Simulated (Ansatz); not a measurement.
# Cadmium, hcp: B3LYP at the BLYP geometry

Aim: see what exact exchange does to the levels, and what it costs. Spin polarisation is left out. The geometry was relaxed under BLYP beforehand and is kept. Exact exchange is dear, so the k-mesh is coarse, and BLYP is run on the same mesh for comparison.

Computed with Ansatz 0.2.0 (DFT, plane waves (420 eV) with PBE-made PAW files, scalar-relativistic; functionals as named at each step, unless a step says otherwise).

### Step 1. Starting point

It takes space group P6_3/mmc (No. 194, hexagonal). The conventional cell has a = 3.097 Å, b = 3.097 Å, c = 6.420 Å, α = 90.00°, β = 90.00°, γ = 120.00°. Around Cd (site symmetry -6m2) lie 6 Cd at 3.10 Å.

Structure file:

```cif
data_structure
_symmetry_space_group_name_H-M 'P6_3/mmc'
_symmetry_Int_Tables_number 194
_cell_length_a 3.0973
_cell_length_b 3.0973
_cell_length_c 6.4201
_cell_angle_alpha 90.000
_cell_angle_beta 90.000
_cell_angle_gamma 120.000
_cell_volume 53.34
loop_
_atom_site_label
_atom_site_type_symbol
_atom_site_symmetry_multiplicity
_atom_site_Wyckoff_symbol
_atom_site_fract_x
_atom_site_fract_y
_atom_site_fract_z
_atom_site_occupancy
Cd1 Cd 2 c 0.33333 0.66667 0.25000 1
```

### Step 2. BLYP, coarse mesh

The run with BLYP.

The input, input.yaml:

```yaml
crystal:
  lattice:
    - [3.0972784556, 0.0, 0.0]
    - [-1.5486392278, 2.6823218251, 0.0]
    - [0.0, 0.0, 6.4200637829]
  atoms:
    - { symbol: Cd, position: [0.3333333333, 0.6666666667, 0.25] }
    - { symbol: Cd, position: [0.6666666667, 0.3333333333, 0.75] }
hamiltonian:
  xc: blyp
  pseudopotentials:
    kind: paw
    azcp:
      Cd: "pseudopotentials/Cd.paw.azcp"
basis:
  ecutwfc: 420
  fft_grid_basis: typed
kpoints:
  mp_grid: { grid: [6, 6, 3], shift: [0, 0, 0] }
magnetization:
  spin_polarized: false
scf:
  occupations: { method: fermi_dirac, width: 0.1 }
```

The log of the run (excerpt; [...] marks lines left out):

```text
Warning: RAYON_NUM_THREADS=4 ignored (pool sized by the plan → 4); use --threads N
[...]
Pseudopotentials: kind: paw
Pseudopotential: Cd, paw, valence charge 20, recommended cutoff 420 eV (normal), <dir>
Functional definition: BLYP
[...]
Crystal: 2 atoms, lattice volume = 53.337 Å³
Basis set: ecut = 420 eV, 1017 PW (Γ), exchange–correlation on 48×48×90 points (8 copies of the dense FFT grid, shifted against one another)
Bands: 24, of which v1, the nominal top of the filled ones, is band 20 counted from 1 (19 counted from 0)
Symmetry: 24 space group operations
Space group: P63/mmc (ITA 194), of the structure as read, at distance tolerance 3.8e-5 Å
k-points: 14 of 108
[...]
SCF iter   1: F=—  HF=-16540.146003 eV  |F-HF|=—  |Δ(HF+E_count)|=         —  Δρ=4.60e-3  dr2=7.13e-3  ethr=1.77e-3  ⟨swp⟩=5.6  Hψ=1301  notcnv=0
[...]
SCF iter   7: F=-16540.149222 eV  HF=-16540.149222 eV  |F-HF|=1.29e-8  |Δ(HF+E_count)|=   1.56e-7  Δρ=3.96e-6  dr2=7.81e-9  ethr=2.50e-10  ⟨swp⟩=2.4  Hψ=684  notcnv=0
[...]
SCF converged after 7 iterations
Free energy (F): -16540.149222 eV
[...]
E sigma→0 (E₀):  -16540.128814 eV
Entropy (-TS):   -0.040816 eV (-20.408 meV/atom)
Fermi energy:    11.701187 eV
[...]
```

It took 0.47 s on 4 threads of an x86-64 CPU, shared host; peak memory 0.43 GiB.

### Step 3. B3LYP, coarse mesh

The run with B3LYP.

input.yaml, as its differences from that of step 2:

```diff
@@ -9,3 +9,3 @@
 hamiltonian:
-  xc: blyp
+  xc: b3lyp
   pseudopotentials:
```

The log of the run (excerpt; [...] marks lines left out):

```text
Warning: RAYON_NUM_THREADS=4 ignored (pool sized by the plan → 4); use --threads N
[...]
[... 2 set-up lines as earlier in the session ...]
Functional definition: B3LYP
[...]
Crystal: 2 atoms, lattice volume = 53.337 Å³
Basis set: ecut = 420 eV, 1017 PW (Γ), exchange–correlation on 48×48×90 points (8 copies of the dense FFT grid, shifted against one another)
Bands: 24, of which v1, the nominal top of the filled ones, is band 20 counted from 1 (19 counted from 0)
[... 2 set-up lines as earlier in the session ...]
k-points: 14 of 108
[...]
SCF iter   1: F=—  HF=-16530.838295 eV  |F-HF|=—  |Δ(HF+E_count)|=         —  Δρ=4.59e-3  dr2=6.76e-3  ethr=1.77e-3  ⟨swp⟩=7.9  Hψ=1371  notcnv=0
[...]
Frozen-core exchange: fock
[...]
hybrid outer 2: dexx = +4.747e-7 eV, tail = 9.06e-8 eV, Δε = 3.78e-3 eV (about 2.04e-4 eV left of the loop's levels)
hybrid SCF converged: 2 outer / 8 inner (+8 warm-up), last move |dexx| = 4.75e-7 eV, tail = 9.06e-8 eV
Stability not checked: this state was not tested for a lower state beside it, because the functional holds exact exchange (a hybrid, or Hartree-Fock), whose exchange loop this test does not read (fock_operator; see scf.lower_state_search)
Free energy (F): -16536.396612 eV
Frozen-core exchange: fock
[...]
E sigma→0 (E₀):  -16536.389607 eV
Entropy (-TS):   -0.014009 eV (-7.005 meV/atom)
Fermi energy:    11.516323 eV
[...]
--- Band table (eV; the first three rows and the last of 14) ---
[... band rows left out ...]
[...]
  guard bands above this table: 1 of the run's 24 bands, where the rule asks 3: the bands that hold charge and the lowest empty level above them stay in the table. The solve was not asked for them (output.publish_guard_bands: true or output.eigenvalues: true publishes all)
```

It took 5.3 s on 4 threads of an x86-64 CPU, shared host; peak memory 1.1 GiB.

### Step 4. The functionals compared

```tsv
functional	gap on the mesh	Fermi energy (eV)	SCF cycles	exchange loops	CPU time
BLYP	none (levels filled in part)	11.701	7	-	0.95 s
B3LYP	none (levels filled in part)	11.516	16	2	16 s
```

### Step 5. What came out

| quantity | value |
| --- | --- |
| BLYP: gap | none (levels filled in part) |
| B3LYP: gap | none (levels filled in part) |
| B3LYP: SCF cycles, exchange loops | 16, 2 |
| B3LYP: CPU time over that of BLYP | 17 |

What this shows: Neither BLYP nor B3LYP shows a clean gap on this mesh. The hybrid took 17 times as much CPU time as BLYP on the same settings. The exchange operator of B3LYP was renewed in 2 outer loops. The cell taken over is 24 % larger than the measured one (21.59 Å³/atom, COD), which weighs on all values here. Absolute energies differ from functional to functional, by eV per atom at times, and say nothing by themselves.
